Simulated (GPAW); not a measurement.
Runs of GPAW 26.7.0 on Pb. The structure is cubic, space group Im-3m (No. 229). The conventional cell has a = 3.959 Å, b = 3.959 Å, c = 3.959 Å, α = 90.00°, β = 90.00°, γ = 90.00°. Pb (site symmetry m-3m) is surrounded by 8 Pb at 3.43 Å. This isn't the form of Pb at room conditions, which is fcc.

| task | level | potentials or basis | eigensolver | series job | gap on the mesh (eV) | pressure (GPa) |
| --- | --- | --- | --- | --- | --- | --- |
| Fermi surface | PBEsol | PAW data sets generated in the run's folder for this functional, pw | - | - | none | -2.4 |
| Fermi surface | r2SCAN | GPAW PAW data sets (gpaw-data 1.2.1), pw | - | - | none | -0.8 |
| Fermi surface | BLYP | PAW data sets generated in the run's folder for this functional, pw | davidson | - | none | 3.9 |
| Fermi surface | revPBE | the program's PAW data sets (release 1.2.1) made for this functional, pw | - | - | none | 1.4 |
| Fermi surface | WC | PAW data sets generated in the run's folder for this functional, pw | - | - | none | -2.3 |
| Fermi surface | LDA | the program's PAW data sets (release 1.2.1) made for this functional, pw | - | - | none | -3.9 |
| Fermi surface | RPBE | the program's PAW data sets (release 1.2.1) made for this functional, pw | - | - | none | 1.9 |
| Fermi surface | AM05 | PAW data sets generated in the run's folder for this functional, pw | - | - | none | (c) |
| Fermi surface | PBE | GPAW PAW data sets (gpaw-data 1.2.1), pw | - | - | none | (b) |
| Fermi surface | SCAN | GPAW PAW data sets (gpaw-data 1.2.1), pw | - | - | none | (a) |

Alike in all rows: no spin polarisation; cell as given; k mesh 9 × 9 × 9; cutoff (eV) 510; smearing fermi-dirac 0.05 eV.

**Question.** Estimate the missing entries.

**Answer.** (a) -1.4; (b) 0.3; (c) -2.1.

Caveats: the cutoff is short for stress and forces, so pressures can be off by a GPa or more; the PAW data sets were made with another functional, which shifts forces and pressure a little (some runs).

A k mesh can miss the band edges, and the runs leave out spin-orbit coupling on Pb.

A gap of «none» marks a metal or a gap under the smearing width.
